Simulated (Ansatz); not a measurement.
BaHfO₃ on the sites of tetragonal BaTiO3 (relaxed group Pm-3m) at its r2SCAN geometry, run in the plane-wave code Ansatz at 3 levels of theory. Values at 0 K without nuclear motion; no magnetic order is allowed, and the phase may be a hypothetical one.

The PBE+SOC input:
```yaml
crystal:
  lattice:
    - [4.1770472613, 0.0, 0.0]
    - [0.0, 4.1770472613, 0.0]
    - [0.0, 0.0, 4.1770577258]
  atoms:
    - { symbol: Ba, position: [0.5, 0.5, 0.571999398] }
    - { symbol: Hf, position: [0.0, 0.0, 0.071999398] }
    - { symbol: O, position: [0.0, 0.5, 0.071999398] }
    - { symbol: O, position: [0.5, 0.0, 0.071999398] }
    - { symbol: O, position: [0.0, 0.0, 0.571999398] }
kpoints:
  mp_grid: { grid: [6, 6, 6] }
  band_path:
    path:
      - [0.0, 0.0, 0.0]
      - [0.0, 0.4999995825, 0.0]
      - [0.4999995825, 0.4999995825, 0.0]
      - [0.4999995825, 0.4999995825, 0.5000008351]
    npoints: 1
hamiltonian:
  xc: pbe
scf:
  occupations: { method: fixed }
  n_extra_bands: 10
magnetization:
  noncollinear: true
  spin_orbit: true
output:
  forces: true
  stress: true
  eigenvalues: true
```

Main results, then, where recorded, the levels near the gap in eV from the Fermi energy (columns number the bands from 0), one row a point of the path (Γ, X, M, R):
```
Crystal: 5 atoms, lattice volume = 72.880 Å³
Symmetry: 48 space group operations + 48 with time reversal
Magnetic group: BNS 221.93 (UNI 1595)
```
```
Basis set: ecut = 420 eV, 1365 PW (Γ)
k-points: 20 of 216
SCF 1 converged in 9 iterations: F = -23405.797030 eV  dr2 = 8.27e-8
Free energy (F): -23405.797030 eV
Fermi energy:    11.542697 eV
--- Stress (GPa, compression-positive) ---
        3.228264       0.000000       0.000000
        0.000000       3.228264       0.000000
        0.000000       0.000000       3.228264
  P = ⅓ Tr σ = 3.2283 GPa (32.283 kbar)
```
```tsv
band_46	band_47	band_48	band_49	band_50	band_51	band_52	band_53	band_54	band_55	band_56	band_57	band_58	band_59
-0.947	-0.947	-0.246	-0.246	-0.035	-0.035	-0.035	-0.035	3.577	3.577	3.577	3.577	3.838	3.838
-1.643	-1.643	-1.601	-1.601	-0.523	-0.523	-0.303	-0.303	4.120	4.120	6.269	6.269	6.501	6.501
-0.990	-0.990	-0.904	-0.904	-0.795	-0.795	-0.055	-0.055	6.203	6.203	6.372	6.372	6.676	6.676
-2.349	-2.349	-0.018	-0.018	0.000	0.000	0.000	0.000	6.095	6.095	6.132	6.132	6.132	6.132
```

The PBE+SOC gap is indirect, 3.58 eV (R to Γ), below the direct gap of 3.61 eV at Γ.

HSE06. Against the first input these blocks differ (the band path and keys that only write files left aside):
```yaml
kpoints:
  mp_grid: { grid: [4, 4, 4] }
hamiltonian:
  xc: hse06
scf:
  occupations: { method: fixed }
  n_extra_bands: 5
```
(magnetization left out)

```
Basis set: ecut = 420 eV, 1365 PW (Γ)
k-points: 10 of 64
SCF 1 stopped early in 2 iterations: F = -23382.408535 eV  dr2 = 3.33e-4
Exchange kernel: α = 0.2500, screened, ω = 0.2079 Å⁻¹, Wigner–Seitz truncation, v(0) = 1038.2805 eV·Å³, q-mesh 4×4×4
SCF 2 stopped early in 7 iterations: F = -23387.231297 eV  dr2 = 6.54e-6
hybrid outer 1: dexx = +2.546e-2 eV, tail = 1.09e-3 eV
SCF 3 converged in 5 iterations: F = -23387.230643 eV  dr2 = 5.75e-10
hybrid outer 2: dexx = +2.650e-6 eV, tail = 1.46e-7 eV, Δε = 7.48e-3 eV
SCF 4 converged in 2 iterations: F = -23387.230643 eV  dr2 = 1.04e-9
hybrid outer 3: dexx = +1.982e-9 eV, tail = 2.72e-9 eV, Δε = 1.08e-4 eV, ΔF = 1.53e-21 eV/Å
Free energy (F): -23387.230643 eV
Fermi energy:    10.489827 eV
--- Stress (GPa, compression-positive) ---
       -0.248434       0.000000       0.000000
        0.000000      -0.248434       0.000000
        0.000000       0.000000      -0.248434
  P = ⅓ Tr σ = -0.2484 GPa (-2.484 kbar)
```
```tsv
band_23	band_24	band_25	band_26	band_27	band_28	band_29
-1.039	-0.165	-0.165	-0.165	5.177	5.177	5.177
-1.788	-1.685	-0.515	-0.515	5.707	8.135	8.135
-1.099	-0.942	-0.942	-0.051	8.029	8.029	8.306
-2.604	0.000	0.000	0.000	7.678	7.678	7.678
```

With HSE06 the valence top lies at R and the conduction bottom at Γ, 5.18 eV higher; the smallest vertical gap, at Γ, is 5.34 eV. The mean stress, -0.2 GPa, is small, and the program warns that its thresholds are loose for a hybrid's stress.

PBE0. Against the first input these blocks differ (the band path and keys that only write files left aside):
```yaml
kpoints:
  mp_grid: { grid: [4, 4, 4] }
hamiltonian:
  xc: pbe0
scf:
  occupations: { method: fixed }
  n_extra_bands: 5
```
(magnetization left out)

```
Basis set: ecut = 420 eV, 1365 PW (Γ)
k-points: 10 of 64
SCF 1 stopped early in 2 iterations: F = -23382.407369 eV  dr2 = 3.21e-4
Exchange kernel: α = 0.2500, full range, Wigner–Seitz truncation, v(0) = 9567.5857 eV·Å³, q-mesh 4×4×4
SCF 2 stopped early in 7 iterations: F = -23384.175433 eV  dr2 = 1.06e-5
hybrid outer 1: dexx = +3.342e-2 eV, tail = 1.14e-3 eV
SCF 3 converged in 5 iterations: F = -23384.174913 eV  dr2 = 4.82e-10
hybrid outer 2: dexx = +3.207e-6 eV, tail = 2.50e-7 eV, Δε = 1.24e-2 eV
SCF 4 converged in 2 iterations: F = -23384.174913 eV  dr2 = 9.52e-10
hybrid outer 3: dexx = +2.498e-9 eV, tail = 2.57e-9 eV, Δε = 1.14e-4 eV, ΔF = 2.26e-21 eV/Å
Free energy (F): -23384.174913 eV
Fermi energy:    10.098550 eV
--- Stress (GPa, compression-positive) ---
       -0.251202       0.000000       0.000000
        0.000000      -0.251202       0.000000
        0.000000       0.000000      -0.251202
  P = ⅓ Tr σ = -0.2512 GPa (-2.512 kbar)
```
```tsv
band_23	band_24	band_25	band_26	band_27	band_28	band_29
-1.034	-0.157	-0.157	-0.157	5.930	5.930	5.930
-1.800	-1.703	-0.511	-0.511	6.466	8.920	8.920
-1.100	-0.944	-0.944	-0.055	8.813	8.813	9.070
-2.615	0.000	0.000	0.000	8.433	8.433	8.433
```

PBE0 gives an indirect gap of 5.93 eV, from R to Γ; the least direct gap is 6.09 eV at Γ. The mean stress, -0.3 GPa, is small, and the program warns that its thresholds are loose for a hybrid's stress.

Small level splittings and stresses of the hybrids carry the error of their coarser meshes.

Totals of different functionals, or with and without spin-orbit coupling, can't be compared.

Only the levels marked +SOC include spin-orbit coupling.

The meshes of the hybrids are coarse, so their gaps aren't converged to the digits shown.
